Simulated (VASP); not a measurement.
# MgS (P6_3mc) in VASP: a series of runs, part 2 of 2

VASP 6.6.1. Earlier steps stand in the parts before.

**4. Single point, PBEsol (strain -0.040 along x and y, +0.000 along z, atoms carried along)**

Input file INCAR:

```
SYSTEM = MgS
ALGO = Normal
EDIFF = 1E-7
ENCUT = 520
GGA = PS
ISIF = 2
ISMEAR = 0
LASPH = .TRUE.
LCHARG = .FALSE.
LREAL = .FALSE.
LWAVE = .FALSE.
NBANDS = 16
NELM = 60
PREC = Accurate
SIGMA = 0.05
```

Input file KPOINTS:

```
k-points
0
G
  6 6 4
  0 0 0
```

Input file POSCAR:

```
MgS
1.0
    3.8732375105      0.0000000000      0.0000000000
   -1.9366187553      3.3543220790      0.0000000000
    0.0000000000      0.0000000000      6.4322941800
Mg S
2 2
Direct
    0.6666666667      0.3333333333      0.4957548500
    0.3333333333      0.6666666667      0.9957548500
    0.3333333333      0.6666666667      0.3792441500
    0.6666666667      0.3333333333      0.8792441500
```

Potentials or basis: VASP PAW PBE potentials, release 64 (Mg, S).

On the command line:

```sh
> cat potpaw_PBE.64/Mg/POTCAR potpaw_PBE.64/S/POTCAR > POTCAR
> mpirun -np 1 vasp_std > vasp.out
```

OUTCAR:

```text
SYSTEM = MgS
   EDIFF = 1E-7
   ENCUT = 520
   GGA = PS
   ISIF = 2
   ISMEAR = 0
   LASPH = .TRUE.
   LREAL = .FALSE.
   NELM = 60
   PREC = Accurate

 ion  position               nearest neighbor table
   1  0.667  0.333  0.496-   3 2.36   3 2.36   3 2.36   4 2.47
   2  0.333  0.667  0.996-   4 2.36   4 2.36   4 2.36   3 2.47
   3  0.333  0.667  0.379-   1 2.36   1 2.36   1 2.36   2 2.47
   4  0.667  0.333  0.879-   2 2.36   2 2.36   2 2.36   1 2.47

  LATTYP: Found a hexagonal cell.
 ALAT       =     3.8732375105
 C/A-ratio  =     1.6607022323

  Lattice vectors:

 A1 = (   3.8732375105,   0.0000000000,   0.0000000000)
 A2 = (  -1.9366187553,   3.3543220790,   0.0000000000)
 A3 = (   0.0000000000,   0.0000000000,   6.4322941800)

Analysis of symmetry for initial positions (statically):
=====================================================================
 Subroutine PRICEL returns:
 Original cell was already a primitive cell.

 Routine SETGRP: Setting up the symmetry group for a
 hexagonal supercell.

 Subroutine GETGRP returns: Found 12 space group operations
 (whereof  6 operations were pure point group operations)
 out of a pool of 24 trial point group operations.

The static configuration has the point symmetry C_3v.
 The point group associated with its full space group is C_6v.

Analysis of symmetry for dynamics (positions and initial velocities):
=====================================================================
 Subroutine PRICEL returns:
 Original cell was already a primitive cell.

 Routine SETGRP: Setting up the symmetry group for a
[... 121 lines left out ...]
   EFERMI =   0.00;   METHOD = LEGACY
   ISMEAR =     0;   SIGMA  =   0.05  broadening in eV -4-tet -1-fermi 0-gaus
   EFERMI_NEDOS =   21; number of points for ismear=-14 and -15
   IALGO  =     38    algorithm
   IMIX   =      4    mixing-type and parameters
     AMIX     =   0.40;   BMIX     =  1.00
     AMIX_MAG =   1.60;   BMIX_MAG =  1.00
  volume/ion in A,a.u.               =      20.89       140.99
  Fermi-wavevector in a.u.,A,eV,Ry     =   0.943554  1.783058 12.113176  0.890293
  Thomas-Fermi vector in A             =   2.071272
   LORBIT       =      0    0 simple, 1 ext, 2 COOP (PROOUT), +10 PAW based schemes
   GGA     = PS    functional components
   LHFCALC =     F    Hartree Fock is set to
   AEXX    =    0.0000 exact exchange contribution
   IVDW    =     0    specifies the selected vdW correction
   LEPSILON=     F    determine dielectric tensor
   LRPA    =     F    only Hartree local field effects (RPA)
 non-spin polarized calculation
 Gauss-broadening in eV      SIGMA  =   0.05
  energy-cutoff  :      520.00
  volume of cell :       83.57
 maximum number of plane-waves:      2268
 NGX is ok and might be reduce to    30
   NGX = 15   NGY = 15   NGZ = 23

 number of electron      15.9999998 magnetization

 Free energy of the ion-electron system (eV)
  ---------------------------------------------------
  ext. energy  EPLUGINS =         0.00000000
  ---------------------------------------------------
  free energy    TOTEN  =       -17.72788584 eV

  energy without entropy =      -17.72788584  energy(sigma->0) =      -17.72788584

 E-fermi :   1.8392     XC(G=0):  -8.8896

 val. band max:        1.5834033368   @ k =   0.0000   0.0000   0.0000
 cond. band min:       5.3309484500   @ k =   0.0000   0.0000   0.0000
 fundamental gap:      3.7475451132
 Fermi energy:         1.8391883114

 k-point     1 :       0.0000    0.0000    0.0000
  band No.  band energies     occupation
      1     -10.0361      2.00000
      2      -9.2395      2.00000
      3      -1.9239      2.00000
      4       1.1561      2.00000
      5       1.1561      2.00000
      6       1.5423      2.00000
[... 376 lines left out ...]
      3      -1.3376      2.00000
      4      -1.3376      2.00000
      5      -0.6276      2.00000
      6      -0.6276      2.00000
[... 8 lines left out ...]
     15      11.0173      0.00000
     16      11.0173      0.00000

------------------------ aborting loop because EDIFF is reached ----------------------------------------

  FORCE on cell =-STRESS in cart. coord.  units (eV):
  Direction    XX          YY          ZZ          XY          YZ          ZX
  --------------------------------------------------------------------------------------
  -------------------------------------------------------------------------------------
  Total        3.7970758      3.7970758      0.8392768     -0.0000000      0.0000000      0.0000000
  in kB       72.7972640     72.7972640     16.0905551     -0.0000000      0.0000000      0.0000000
  external PRESSURE =      53.8950277 kB  Pullay stress =       0.0000000 kB

 VOLUME and BASIS-vectors are now :
 -----------------------------------------------------------------------------
  energy-cutoff  :      520.00
  volume of cell :       83.57
      direct lattice vectors                 reciprocal lattice vectors
     3.873237511  0.000000000  0.000000000     0.258181947  0.149061416  0.000000000
    -1.936618755  3.354322079  0.000000000     0.000000000  0.298122833  0.000000000
     0.000000000  0.000000000  6.432294180     0.000000000  0.000000000  0.155465526

 POSITION                                       TOTAL-FORCE (eV/Angst)
 -----------------------------------------------------------------------------------
      1.93662      1.11811      3.18884         0.000000     -0.000000      0.416754
     -0.00000      2.23621      6.40499        -0.000000     -0.000000      0.416754
     -0.00000      2.23621      2.43941        -0.000000      0.000000     -0.416754
      1.93662      1.11811      5.65556         0.000000     -0.000000     -0.416754
 -----------------------------------------------------------------------------------
    total drift:                               -0.000000      0.000000     -0.000353

  FREE ENERGIE OF THE ION-ELECTRON SYSTEM (eV)
  ---------------------------------------------------
  free  energy   TOTEN  =       -17.7278858403 eV

  energy  without entropy=      -17.7278858403  energy(sigma->0) =      -17.72788584
```

It took 16 s on 1 thread of AMD EPYC 9R45 (Zen 5), shared host; peak memory 0.16 GiB.

Results:

| Property | Result |
| --- | --- |
| Free energy | -17.7279 eV |
| Pressure | 5.4 GPa |
| Largest force | 0.417 eV/Å |
| Band gap on the k mesh | 3.75 eV, direct |

Forces on the atoms (eV/Å):
```
Mg   0.000  0.000  0.417
Mg   0.000  0.000  0.417
S    0.000  0.000 -0.417
S    0.000  0.000 -0.417
```

Stress tensor (GPa, compression positive):
```
7.28 0.00 0.00
0.00 7.28 0.00
0.00 0.00 1.61
```

Caveat: the PAW data sets were made with another functional, which shifts forces and pressure a little.

**5. Single point, PBEsol (strain -0.080 along x and y, -0.080 along z, atoms carried along)**

Input file INCAR:

```
SYSTEM = MgS
ALGO = Normal
EDIFF = 1E-7
ENCUT = 520
GGA = PS
ISIF = 2
ISMEAR = 0
LASPH = .True.
LCHARG = .True.
LELF = .True.
LREAL = .False.
LVHAR = .True.
LWAVE = .False.
NBANDS = 16
NELM = 80
PREC = Accurate
SIGMA = 0.05
```

Input file KPOINTS:

```
k-points
0
Gamma
  6 6 4
  0 0 0
```

Input file POSCAR:

```
MgS
1.0
    3.7118526143      0.0000000000      0.0000000000
   -1.8559263071      3.2145586591      0.0000000000
    0.0000000000      0.0000000000      5.9177106456
Mg S
2 2
Direct
    0.6666666667      0.3333333333      0.4957548500
    0.3333333333      0.6666666667      0.9957548500
    0.3333333333      0.6666666667      0.3792441500
    0.6666666667      0.3333333333      0.8792441500
```

Potentials or basis: VASP PAW PBE potentials, release 64 (Mg, S).

On the command line:

```sh
> cat potpaw_PBE.64/Mg/POTCAR potpaw_PBE.64/S/POTCAR > POTCAR
> mpirun -np 1 vasp_std > vasp.out
```

OUTCAR:

```text
SYSTEM = MgS
   EDIFF = 1E-7
   ENCUT = 520
   GGA = PS
   ISIF = 2
   ISMEAR = 0
   LASPH = .True.
   LREAL = .False.
   NELM = 80
   PREC = Accurate

 ion  position               nearest neighbor table
   1  0.667  0.333  0.496-   3 2.25   3 2.25   3 2.25   4 2.27   2 3.65   2 3.65   2 3.65   2 3.65
                             2 3.65   2 3.65
   2  0.333  0.667  0.996-   4 2.25   4 2.25   4 2.25   3 2.27   1 3.65   1 3.65   1 3.65   1 3.65
                             1 3.65   1 3.65
   3  0.333  0.667  0.379-   1 2.25   1 2.25   1 2.25   2 2.27
   4  0.667  0.333  0.879-   2 2.25   2 2.25   2 2.25   1 2.27

  LATTYP: Found a hexagonal cell.
 ALAT       =     3.7118526143
 C/A-ratio  =     1.5942741430

  Lattice vectors:

 A1 = (   3.7118526143,   0.0000000000,   0.0000000000)
 A2 = (  -1.8559263071,   3.2145586591,   0.0000000000)
 A3 = (   0.0000000000,   0.0000000000,   5.9177106456)

Analysis of symmetry for initial positions (statically):
=====================================================================
 Subroutine PRICEL returns:
 Original cell was already a primitive cell.

 Routine SETGRP: Setting up the symmetry group for a
 hexagonal supercell.

 Subroutine GETGRP returns: Found 12 space group operations
 (whereof  6 operations were pure point group operations)
 out of a pool of 24 trial point group operations.

The static configuration has the point symmetry C_3v.
 The point group associated with its full space group is C_6v.

Analysis of symmetry for dynamics (positions and initial velocities):
=====================================================================
 Subroutine PRICEL returns:
 Original cell was already a primitive cell.

 Routine SETGRP: Setting up the symmetry group for a
 hexagonal supercell.

 Subroutine GETGRP returns: Found 12 space group operations
 (whereof  6 operations were pure point group operations)
 out of a pool of 24 trial point group operations.

The dynamic configuration has the point symmetry C_3v.
 The point group associated with its full space group is C_6v.

 Subroutine INISYM returns: Found 12 space group operations
 (whereof  6 operations are pure point group operations),
 and found     1 'primitive' translations

----------------------------------------------------------------------------------------

                                     Primitive cell

  volume of cell :      70.6099

  direct lattice vectors                    reciprocal lattice vectors
     3.711852614  0.000000000  0.000000000     0.269407249  0.155542347  0.000000000
    -1.855926307  3.214558659  0.000000000     0.000000000  0.311084695  0.000000000
     0.000000000  0.000000000  5.917710646     0.000000000  0.000000000  0.168984268

  length of vectors
     3.711852614  3.711852614  5.917710646     0.311084695  0.311084695  0.168984268

  position of ions in fractional coordinates (direct lattice)
     0.666666667  0.333333333  0.495754850
     0.333333333  0.666666667  0.995754850
     0.333333333  0.666666667  0.379244150
     0.666666667  0.333333333  0.879244150

  ion indices of the primitive-cell ions
   primitive index   ion index
                 1           1
[... 28 lines left out ...]
 Found     21 irreducible k-points:

 Following reciprocal coordinates:
            Coordinates               Weight
  0.000000  0.000000  0.000000      1.000000
  0.166667  0.000000  0.000000      6.000000
  0.333333  0.000000  0.000000      6.000000
  0.500000  0.000000  0.000000      3.000000
  0.166667  0.166667  0.000000      6.000000
  0.333333  0.166667  0.000000     12.000000
[... 13 lines left out ...]
  0.333333  0.166667  0.500000     12.000000
  0.333333  0.333333  0.500000      2.000000
   k-points           NKPTS =     21   k-points in BZ     NKDIM =     21   number of bands    NBANDS=     16
   number of dos      NEDOS =    301   number of ions     NIONS =      4
   total plane-waves  NPLWV =  37632
   dimension x,y,z NGX =    28 NGY =   28 NGZ =   48
   dimension x,y,z NGXF=    56 NGYF=   56 NGZF=   96
   ions per type =               2   2
   NGX,Y,Z   is equivalent  to a cutoff of  12.54, 12.54, 13.48 a.u.
   NGXF,Y,Z  is equivalent  to a cutoff of  25.08, 25.08, 26.97 a.u.
 SYSTEM =  MgS
   PREC   = accura    normal or accurate (medium, high low for compatibility)
   ISTART =      0    job   : 0-new  1-cont  2-samecut
   ICHARG =      2    charge: 1-file 2-atom 10-const
   ISPIN  =      1    spin polarized calculation?
   LNONCOLLINEAR =      F non collinear calculations
   LSORBIT =      F    spin-orbit coupling
   LASPH  =      T    aspherical Exc in radial PAW
   ENCUT  =  520.0 eV  38.22 Ry    6.18 a.u.   6.90  6.90 11.00*2*pi/ulx,y,z
   NELM   =     80;   NELMIN=  2; NELMDL= -5     # of ELM steps
   EDIFF  = 0.1E-06   stopping-criterion for ELM
   LREAL  =      F    real-space projection
   EDIFFG = 0.1E-05   stopping-criterion for IOM
   NSW    =      0    number of steps for IOM
   IBRION =     -1    ionic relax: 0-MD 1-quasi-New 2-CG
   NFREE  =      0    steps in history (QN), initial steepest desc. (CG)
   ISIF   =      2    stress and relaxation
   ISYM   =      2    0-nonsym 1-usesym 2-fastsym
   POTIM  = 0.5000    time-step for ionic-motion
   TEBEG  =    0.0;   TEEND  =   0.0 temperature during run
   PSTRESS=    0.0 pullay stress
   NELECT =      16.0000    total number of electrons
   NUPDOWN=      -1.0000    fix difference up-down
   EMIN   =  10.00;   EMAX   =-10.00  energy-range for DOS
   EFERMI =   0.00;   METHOD = LEGACY
   ISMEAR =     0;   SIGMA  =   0.05  broadening in eV -4-tet -1-fermi 0-gaus
   EFERMI_NEDOS =   21; number of points for ismear=-14 and -15
   IALGO  =     38    algorithm
   IMIX   =      4    mixing-type and parameters
     AMIX     =   0.40;   BMIX     =  1.00
     AMIX_MAG =   1.60;   BMIX_MAG =  1.00
  volume/ion in A,a.u.               =      17.65       119.12
  Fermi-wavevector in a.u.,A,eV,Ry     =   0.998067  1.886073 13.553268  0.996137
  Thomas-Fermi vector in A             =   2.130265
   LORBIT       =      0    0 simple, 1 ext, 2 COOP (PROOUT), +10 PAW based schemes
   GGA     = PS    functional components
   LHFCALC =     F    Hartree Fock is set to
   AEXX    =    0.0000 exact exchange contribution
   IVDW    =     0    specifies the selected vdW correction
   LEPSILON=     F    determine dielectric tensor
   LRPA    =     F    only Hartree local field effects (RPA)
 non-spin polarized calculation
 Gauss-broadening in eV      SIGMA  =   0.05
  energy-cutoff  :      520.00
  volume of cell :       70.61
 maximum number of plane-waves:      1917
 NGX is ok and might be reduce to    28
   NGX = 13   NGY = 13   NGZ = 23

 number of electron      15.9999997 magnetization

 Free energy of the ion-electron system (eV)
  ---------------------------------------------------
  ext. energy  EPLUGINS =         0.00000000
  ---------------------------------------------------
  free energy    TOTEN  =       -16.71617612 eV

  energy without entropy =      -16.71617612  energy(sigma->0) =      -16.71617612

 E-fermi :   3.1992     XC(G=0):  -9.5782

 val. band max:        2.9849288431   @ k =   0.0000   0.0000   0.0000
 cond. band min:       7.2560173921   @ k =   0.3333   0.3333   0.0000
 fundamental gap:      4.2710885491
 Fermi energy:         3.1991539089

 k-point     1 :       0.0000    0.0000    0.0000
  band No.  band energies     occupation
      1      -9.4831      2.00000
      2      -8.2434      2.00000
      3      -1.3313      2.00000
      4       2.2331      2.00000
      5       2.2331      2.00000
      6       2.7717      2.00000
[... 376 lines left out ...]
      3      -0.6329      2.00000
      4      -0.6329      2.00000
      5       0.1505      2.00000
      6       0.1505      2.00000
[... 8 lines left out ...]
     15      12.9580      0.00000
     16      12.9580      0.00000

------------------------ aborting loop because EDIFF is reached ----------------------------------------

  FORCE on cell =-STRESS in cart. coord.  units (eV):
  Direction    XX          YY          ZZ          XY          YZ          ZX
  --------------------------------------------------------------------------------------
  -------------------------------------------------------------------------------------
  Total       10.5976112     10.5976112      9.6455371      0.0000000      0.0000000     -0.0000000
  in kB      240.4654918    240.4654918    218.8624185      0.0000000      0.0000000     -0.0000000
  external PRESSURE =     233.2644674 kB  Pullay stress =       0.0000000 kB

 VOLUME and BASIS-vectors are now :
 -----------------------------------------------------------------------------
  energy-cutoff  :      520.00
  volume of cell :       70.61
      direct lattice vectors                 reciprocal lattice vectors
     3.711852614  0.000000000  0.000000000     0.269407249  0.155542347  0.000000000
    -1.855926307  3.214558659  0.000000000     0.000000000  0.311084695  0.000000000
     0.000000000  0.000000000  5.917710646     0.000000000  0.000000000  0.168984268

 POSITION                                       TOTAL-FORCE (eV/Angst)
 -----------------------------------------------------------------------------------
      1.85593      1.07152      2.93373        -0.000000      0.000000     -0.000105
     -0.00000      2.14304      5.89259         0.000000     -0.000000     -0.000105
     -0.00000      2.14304      2.24426         0.000000      0.000000      0.000105
      1.85593      1.07152      5.20311        -0.000000     -0.000000      0.000105
 -----------------------------------------------------------------------------------
    total drift:                               -0.000000      0.000000     -0.000069

  FREE ENERGIE OF THE ION-ELECTRON SYSTEM (eV)
  ---------------------------------------------------
  free  energy   TOTEN  =       -16.7161761182 eV

  energy  without entropy=      -16.7161761182  energy(sigma->0) =      -16.71617612
```

It took 16 s on 1 thread of AMD EPYC 9R45 (Zen 5), shared host; peak memory 0.16 GiB.

Results:

| Quantity | Value |
| --- | --- |
| Free energy | -16.7162 eV |
| Pressure | 23.3 GPa |
| Band gap on the k mesh | 4.27 eV, indirect (least direct gap 4.60 eV) |

Levels at points of the mesh, in eV from the valence-band top:
```tsv
k point	band 4	band 5	band 6	band 7	band 8	band 9	band 10	band 11	band 12	band 13
(0.00, 0.00, 0.00)	-0.75	-0.75	-0.21	-0.21	0.00	4.60	5.34	7.78	7.78	8.66
(0.50, 0.00, 0.00)	-3.15	-2.55	-1.66	-1.35	-0.60	4.55	5.05	6.47	7.56	9.09
(0.00, 0.00, 0.50)	-2.47	-0.49	-0.49	-0.49	-0.49	5.88	5.88	7.89	7.89	7.89
(0.50, 0.00, 0.50)	-4.11	-1.19	-1.19	-1.09	-1.09	4.60	4.60	6.48	6.48	9.80
```

Caveat: so large a pressure means that the cell lies far from this level's equilibrium, or that cutoff or potentials fall short; the potentials were made for another functional, which shifts forces and pressure.

**6. Overview**

| cell | gap on the mesh (eV) | pressure (GPa) | largest force (eV/Å) |
| --- | --- | --- | --- |
| strain -0.080 along x and y, +0.000 along z, atoms carried along | 4.09 | 14.1 | 1.03 |
| strain -0.080 along x and y, +0.080 along z, atoms carried along | 3.30 | 8.6 | 1.22 |
| strain -0.040 along x and y, +0.000 along z, atoms carried along | 3.75 | 5.4 | 0.42 |
| strain -0.080 along x and y, -0.080 along z, atoms carried along | 4.27 | 23.3 | - |

Alike in all rows: task single point; level PBEsol; potentials or basis VASP PAW PBE potentials, release 64 (Mg, S); no spin polarisation; k mesh 6 × 6 × 4; cutoff (eV) 520; smearing gaussian 0.05 eV.

Caveats: the PAW data sets were made with another functional, which shifts forces and pressure a little (some runs); so large a pressure means that the cell lies far from this level's equilibrium, or that cutoff or potentials fall short (some runs); the potentials were made for another functional, which shifts forces and pressure (some runs).

Absolute energies hang on the potentials; compare differences alone.
